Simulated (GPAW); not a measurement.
Crystal: SnO.

```xyz
4
Lattice="3.8137 0.0000 0.0000 0.0000 3.8137 0.0000 0.0000 0.0000 4.8869" Properties=species:S:1:pos:R:3 pbc="T T T"
Sn    1.9068    0.0000    3.7367
Sn    0.0000    1.9068    1.1503
O     0.0000    0.0000    0.0000
O     1.9068    1.9068    0.0000
```

The cell is a database's computed one.

Base run:

| Item | Value |
| --- | --- |
| Program | GPAW 26.7.0 |
| Functional | AM05 |
| Potentials or basis | PAW data sets generated in the run's folder for this functional |
| Cutoff | 550 eV |
| Basis | pw |
| k mesh | 6 × 6 × 5 |
| Occupations | fermi-dirac, width 0.001 eV |
| Spin | no spin polarisation |

Its results: band gap on the k mesh 0.16 eV, indirect (least direct gap 2.02 eV); electronic dielectric tensor (diagonal) 7.63, 7.63, 6.79.

**Question.** The run is repeated on the same cell with these changes: functional from AM05 to LDA; potentials or basis from PAW data sets generated in the run's folder for this functional to the program's PAW data sets (release 1.2.1) made for this functional. What comes out?

**Answer.** Band gap on the k mesh 0.23 eV, indirect (least direct gap 2.01 eV); electronic dielectric tensor (diagonal) 7.63, 7.63, 6.88.

Caveats: the gap is small at this level, which inflates the dielectric constant; the long-wavelength limit can be off by a per cent or two; spin-orbit coupling is left out, which moves the levels of the heavy elements; an odd mesh through Γ misses points on the zone boundary, where band edges often lie.
